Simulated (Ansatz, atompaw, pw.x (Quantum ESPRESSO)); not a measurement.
**pw.x on fcc W: one setting changed**

Potential: PAW, atompaw 4.2.0.5, PBE; core [Kr] 4d10 4f14, reference 5s2 5p6 5d4.5 6s1.5 6p0; waves: 5s (bound): rc 1.35 bohr; 6s (bound): rc 2.15 bohr; 5p (bound): rc 1.95 bohr; 6p (bound, empty): rc 1.95 bohr; 5d (bound): rc 2.15 bohr; 5d channel at 1.85 Ry: rc 2.00 bohr; local part: bessel scheme, radius 1.95 bohr; core correction: smooth core density matched at 1.55 bohr; augmentation: sinc compensation charge, radius 2.02 bohr; PAW radius 2.15 bohr; waves and projectors: custom rrkj vanderbiltortho.

The reference run (k-mesh 14³, cutoffs 60/600 Ry, Fermi–Dirac 0.01 Ry, mixing_beta 0.4, conv_thr 1e-9, no spin) gives -0.70 GPa at 16.478 Å³/atom, where all-electron LAPW gives -0.06 GPa. This run, with its own iteration cap, changes degauss to 0.002.

```
&control
  calculation='scf', prefix='x', pseudo_dir='./', outdir='./tmp', tstress=.true., disk_io='none'
/
&system
  ibrav=0, nat=1, ntyp=1, ecutwfc=60, ecutrho=600, nbnd=15,
  occupations='smearing', smearing='fd', degauss=0.002
/
&electrons
  conv_thr=1e-09, mixing_beta=0.4, electron_maxstep=60
/
ATOMIC_SPECIES
W 1.0 W.UPF
CELL_PARAMETERS angstrom
  0.00000000 2.01972156 2.01972156
  2.01972156 0.00000000 2.01972156
  2.01972156 2.01972156 0.00000000
ATOMIC_POSITIONS crystal
W 0.0000 0.0000 0.0000
K_POINTS automatic
14 14 14 0 0 0
```

```bash
pw.x < W.scf.in > W.scf.out
```

Problem. How does the run end?

Solution. It converges in 13 iterations; the free energy moves by +35.7 meV/atom and the pressure by -0.42 GPa. In a metal, with Fermi–Dirac smearing, F lies below its zero-width value by a term in the square of the width.

```
Message from routine setup:
     using ibrav=0 with symmetry is DISCOURAGED, use correct ibrav instead
     lattice parameter (alat)  =       5.3977  a.u.
     unit-cell volume          =     111.1991 (a.u.)^3
     number of electrons       =        14.00
     number of Kohn-Sham states=           15
     kinetic-energy cutoff     =      60.0000  Ry
     charge density cutoff     =     600.0000  Ry
     scf convergence threshold =      1.0E-09
     Exchange-correlation= SLA PW PBX PBC
     number of k points=   104  Fermi-Dirac smearing, width (Ry)=  0.0020
     iteration #  1     ecut=    60.00 Ry     beta= 0.40
     total energy              =    -760.23056085 Ry
     estimated scf accuracy    <       0.06826337 Ry
     iteration #  2     ecut=    60.00 Ry     beta= 0.40
     total energy              =    -760.23264168 Ry
     estimated scf accuracy    <       0.01002380 Ry
     iteration #  3     ecut=    60.00 Ry     beta= 0.40
     total energy              =    -760.23499172 Ry
     estimated scf accuracy    <       0.00261946 Ry
     iteration #  4     ecut=    60.00 Ry     beta= 0.40
     total energy              =    -760.23491933 Ry
     estimated scf accuracy    <       0.00221582 Ry
     iteration #  5     ecut=    60.00 Ry     beta= 0.40
     total energy              =    -760.23503114 Ry
     estimated scf accuracy    <       0.00001442 Ry
     iteration #  6     ecut=    60.00 Ry     beta= 0.40
     total energy              =    -760.23505467 Ry
     estimated scf accuracy    <       0.00001037 Ry
     iteration #  7     ecut=    60.00 Ry     beta= 0.40
     total energy              =    -760.23505397 Ry
     estimated scf accuracy    <       0.00000739 Ry
     iteration #  8     ecut=    60.00 Ry     beta= 0.40
     total energy              =    -760.23505423 Ry
     estimated scf accuracy    <       0.00000016 Ry
     iteration #  9     ecut=    60.00 Ry     beta= 0.40
     total energy              =    -760.23505423 Ry
     estimated scf accuracy    <       0.00000023 Ry
     iteration # 10     ecut=    60.00 Ry     beta= 0.40
     total energy              =    -760.23505425 Ry
     estimated scf accuracy    <       0.00000001 Ry
     iteration # 11     ecut=    60.00 Ry     beta= 0.40
     total energy              =    -760.23505424 Ry
     estimated scf accuracy    <          4.2E-09 Ry
     iteration # 12     ecut=    60.00 Ry     beta= 0.40
     total energy              =    -760.23505425 Ry
     estimated scf accuracy    <          4.1E-09 Ry
     iteration # 13     ecut=    60.00 Ry     beta= 0.40
     the Fermi energy is    20.1370 ev
!    total energy              =    -760.23505425 Ry
     estimated scf accuracy    <          3.9E-10 Ry
     smearing contrib. (-TS)   =      -0.00022135 Ry
     The total energy is F=E-TS. E is the sum of the following terms:
     one-electron contribution =     -12.12804406 Ry
     hartree contribution      =      22.19981606 Ry
     xc contribution           =     -19.47742102 Ry
     ewald contribution        =    -117.72317934 Ry
     one-center paw contrib.   =    -633.10600454 Ry
     convergence has been achieved in  13 iterations
          total   stress  (Ry/bohr**3)                   (kbar)     P=      -11.12
     Message from routine punch:
     Nothing written, as per user request (disk_io='none')
```

The run took about 46 s on one core of a shared host (Intel(R) Xeon(R) Platinum 8175M CPU @ 2.50GHz, 96 threads, 755 GiB, load 40).
